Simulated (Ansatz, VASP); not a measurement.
## GaN in VASP and in Ansatz

```xyz
2
Lattice="0.0000 2.1338 2.1338 2.1338 0.0000 2.1338 2.1338 2.1338 0.0000" Properties=species:S:1:pos:R:3 pbc="T T T"
Ga    2.1338    2.1338    2.1338
N     0.0000    0.0000    0.0000
```

Measurements of this composition are mostly on another form, of space group No. 186.

Alike in both runs: functional PBE; k mesh 14 × 14 × 14; occupations gaussian, width 0.02 eV; no spin polarisation.

Ansatz relaxed the structure, and its values are those at the end. VASP's run is a single point on that final structure, the one shown.

|  | VASP | Ansatz |
| --- | --- | --- |
| version | VASP 6.6.1 | Ansatz 0.2.0 |
| potentials or method | VASP PAW PBE potentials, release 64 (Ga_d, N) | scalar-relativistic, plane waves, PAW |
| plane-wave cutoff (eV) | 520 | 420 |
| valence electrons in the cell | 18 | 18 |

|  | VASP | Ansatz | Ansatz less VASP |
| --- | --- | --- | --- |
| gap on the k mesh at the Fermi level (eV) | 0.41 | 0.42 | +0.009 |
| least direct gap on the mesh (eV) | 2.39 | 2.39 | -0.003 |
| pressure (GPa) | 0.8 | 0.1 | -0.77 |

A k mesh can miss the band edges.
